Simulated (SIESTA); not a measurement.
A calculation with SIESTA 5.4.2 of CdSe (Cadmoselite) (ASE script, Cartesian positions):

File run.py:

```python
from ase.io import read
from ase.calculators.siesta import Siesta
from ase.units import Ry, GPa

atoms = read("CdSe.xyz")

fdf = {
    'SCFMustConverge': False,
    'OccupationFunction': 'FD',
    'ElectronicTemperature': '0.05 eV',
    'MaxSCFIterations': '120',
    'SCF.Mixer.Method': 'Pulay',
    'SCF.Mixer.Weight': '0.25',
    'SCF.Mixer.History': '8',
    'SCF.DM.Tolerance': '5.0e-05',
    'SCF.H.Tolerance': '1.0e-03 eV',
    'WriteForces': 'true',
    'Charge.Mulliken': 'end',
    'BandLinesScale': 'ReciprocalLatticeVectors',
    'BandLines': ['  1    0.000000   0.000000   0.000000  \\Gamma', ' 11    0.500000   0.000000   0.000000  M', '  7    0.333333   0.333333   0.000000  K', ' 13    0.000000   0.000000   0.000000  \\Gamma', '  6    0.000000   0.000000   0.500000  A', ' 11    0.500000   0.000000   0.500000  L', '  7    0.333333   0.333333   0.500000  H', ' 13    0.000000   0.000000   0.500000  A', '  1    0.500000   0.000000   0.500000  L', '  6    0.500000   0.000000   0.000000  M', '  1    0.333333   0.333333   0.000000  K', '  6    0.333333   0.333333   0.500000  H'],
    'PAO.Basis': ['Cd.1 5', 'n=4 0 2', '  2.625 0.000', 'n=5 0 2', '  7.565 0.000', 'n=4 1 2', '  2.973 0.000', 'n=5 1 1', '  7.565', 'n=4 2 2', '  4.575 0.000', 'Se.2 4', 'n=4 0 2', '  5.139 0.000', 'n=4 1 2', '  6.735 0.000', 'n=3 2 2', '  2.657 0.000', 'n=4 2 1', '  6.735'],
}
calc = Siesta(
    label="CdSe",
    command="siesta < PREFIX.fdf > PREFIX.out",
    pseudo_path="pseudos",
    pseudo_qualifier="",
    xc=('GGA', 'PBE'),
    basis_set="DZP",
    mesh_cutoff=800 * Ry,
    energy_shift=0.003 * Ry,
    kpts=[7, 7, 4],
    spin="non-polarized",
    fdf_arguments=fdf,
)
atoms.calc = calc

print(f"energy = {atoms.get_potential_energy():.6f} eV")
free = atoms.get_potential_energy(force_consistent=True)
print(f"free energy = {free:.6f} eV")
print("forces (eV/A):")
print(atoms.get_forces(apply_constraint=False).round(6))
print("stress (GPa, Voigt order, tension positive):", (atoms.get_stress() / GPa).round(4))
```

CdSe.xyz

```xyz
4
Lattice="4.3000000000 0.0000000000 0.0000000000 -2.1500000000 3.7239092363 0.0000000000 0.0000000000 0.0000000000 7.0200000000" Properties=species:S:1:pos:R:3 pbc="T T T"
Cd     2.1500000002      1.2413030786      3.5100000000
Cd    -0.0000000002      2.4826061577      0.0000000000
Se     2.1500000002      1.2413030786      6.2127000000
Se    -0.0000000002      2.4826061577      2.7027000000
```

Potentials or basis: PseudoDojo 0.4 standard (PBE files), DZP (energy shift 0.003 Ry; two zetas on semicore shells).

Command:

```sh
$ python run.py
```

**Question.** Write the same calculation in another form: native input, structure typed inline.

**Answer.** As run:

CdSe.fdf

```
SystemName                      Cadmoselite
SystemLabel                     CdSe
NumberOfSpecies                 2
NumberOfAtoms                   4
%block ChemicalSpeciesLabel
  1  48 Cd
  2  34 Se
%endblock ChemicalSpeciesLabel

LatticeConstant                 1.0 Ang
%block LatticeVectors
     4.3000000000     0.0000000000     0.0000000000
    -2.1500000000     3.7239092363     0.0000000000
     0.0000000000     0.0000000000     7.0200000000
%endblock LatticeVectors
AtomicCoordinatesFormat         Fractional
%block AtomicCoordinatesAndAtomicSpecies
     0.6666666667     0.3333333333     0.5000000000  1  Cd
     0.3333333333     0.6666666667     0.0000000000  1  Cd
     0.6666666667     0.3333333333     0.8850000000  2  Se
     0.3333333333     0.6666666667     0.3850000000  2  Se
%endblock AtomicCoordinatesAndAtomicSpecies

%block kgrid.MonkhorstPack
    7   0   0  0.0
    0   7   0  0.0
    0   0   4  0.0
%endblock kgrid.MonkhorstPack
XC.Functional                   GGA
XC.Authors                      PBE
PAO.BasisSize                   DZP
PAO.EnergyShift                 0.003 Ry
Mesh.Cutoff                     800 Ry
OccupationFunction              FD
ElectronicTemperature           0.05 eV
MaxSCFIterations                120
SCF.MustConverge                false
SCF.Mixer.Method                Pulay
SCF.Mixer.Weight                0.25
SCF.Mixer.History               8
SCF.DM.Tolerance                5.0e-05
SCF.H.Tolerance                 1.0e-03 eV
WriteForces                     true
Charge.Mulliken                 end
BandLinesScale                  ReciprocalLatticeVectors
%block BandLines
    1    0.000000   0.000000   0.000000  \Gamma
   11    0.500000   0.000000   0.000000  M
    7    0.333333   0.333333   0.000000  K
   13    0.000000   0.000000   0.000000  \Gamma
    6    0.000000   0.000000   0.500000  A
   11    0.500000   0.000000   0.500000  L
    7    0.333333   0.333333   0.500000  H
   13    0.000000   0.000000   0.500000  A
    1    0.500000   0.000000   0.500000  L
    6    0.500000   0.000000   0.000000  M
    1    0.333333   0.333333   0.000000  K
    6    0.333333   0.333333   0.500000  H
%endblock BandLines
%block PAO.Basis
  Cd 5
  n=4 0 2
    2.625 0.000
  n=5 0 2
    7.565 0.000
  n=4 1 2
    2.973 0.000
  n=5 1 1
    7.565
  n=4 2 2
    4.575 0.000
  Se 4
  n=4 0 2
    5.139 0.000
  n=4 1 2
    6.735 0.000
  n=3 2 2
    2.657 0.000
  n=4 2 1
    6.735
%endblock PAO.Basis
```

Potentials or basis: PseudoDojo 0.4 standard (PBE files), DZP (energy shift 0.003 Ry; two zetas on semicore shells).

Command:

```console
$ siesta CdSe.fdf > CdSe.out 2>&1
```

Both were run:

|  | ASE script, Cartesian positions | native input, structure typed inline |
| --- | --- | --- |
| Pressure | 3.2 GPa | 3.2 GPa |
| Largest force | 0.321 eV/Å | 0.321 eV/Å |
| Band gap on the k mesh | 0.92 eV, direct | 0.92 eV, direct |
| Band gap along the path | 0.92 eV, direct | 0.92 eV, direct |

Keys that steer only the numerical path or the files written may differ.

Caveat: the basis of atomic orbitals isn't converged, which shifts pressures, moduli and gaps.
